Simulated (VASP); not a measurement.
Here is a VASP 6.6.1 calculation.

The input INCAR:

```
SYSTEM = KI
  ALGO = Fast
  EDIFF = 1E-6
  EDIFFG = -0.01
  ENCUT = 600
  GGA = RP
  IBRION = 2
  ISIF = 3
  ISMEAR = -1
  IVDW = 12
  LASPH = .True.
  LCHARG = .False.
  LREAL = .False.
  LWAVE = .False.
  NELM = 60
  NSW = 40
  PREC = Accurate
  SIGMA = 0.05
```

The input KPOINTS:

```
k-points
0
Gamma
  7 7 7
  0 0 0
```

Contents of POSCAR:

```
KI
1.0
    0.0000000000      3.5327750000      3.5327750000
    3.5327750000      0.0000000000      3.5327750000
    3.5327750000      3.5327750000      0.0000000000
I K
1 1
Direct
    0.5000000000      0.5000000000      0.5000000000
    0.0000000000      0.0000000000      0.0000000000
```

Potentials or basis: VASP PAW PBE potentials, release 64 (I, K_sv).

The run is started by

```sh
$ cat potpaw_PBE.64/I/POTCAR potpaw_PBE.64/K_sv/POTCAR > POTCAR
$ mpirun -np 1 vasp_std > vasp.out
```

(1) Estimate the dispersion energy per atom.

(2) Predict the relaxed cell.

(3) Estimate the band gap on the k mesh.

Results:

(1) -1.616 eV.

(2) a = 4.476 Å, b = 4.476 Å, c = 4.476 Å, α = 60.00°, β = 60.00°, γ = 60.00°.

(3) 4.36 eV, indirect (least direct gap 4.90 eV).

Caveat: spin-orbit coupling is left out, which moves the levels of the heavy elements; an odd mesh through Γ misses points on the zone boundary, where band edges often lie.
